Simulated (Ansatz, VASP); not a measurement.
## One calculation of C, two programs

```
CELL_PARAMETERS angstrom
1.23760 0.71453 3.62736
-1.23760 0.71453 3.62736
0.00000 -1.42905 3.62736
ATOMIC_POSITIONS crystal
C 0.83333 0.83333 0.83333
C 0.16667 0.16667 0.16667
```

Alike in both runs: functional r2SCAN; k mesh 10 × 10 × 10; no spin polarisation.

Ansatz relaxed the structure, and its values are those at the end. VASP's run is a single point on that final structure, the one shown.

```csv
,VASP,Ansatz
version,VASP 6.6.1,Ansatz 0.2.0
potentials or method,"VASP PAW PBE potentials, release 64 (C)","PAW with Ansatz's default frozen-core files, scalar-relativistic"
plane-wave cutoff (eV),520,500
occupations,"gaussian, width 0.01 eV",fixed
valence electrons in the cell,8,8
```

```csv
,VASP,Ansatz,Ansatz less VASP
gap on the k mesh at the Fermi level (eV),1.57,1.57,-0.001
pressure (GPa),-5.5,-6.1,-0.63
```

Ansatz warned: «stress_scf_threshold_loose».

Caveats: the PAW data sets were made with another functional, which shifts forces and pressure a little (VASP).
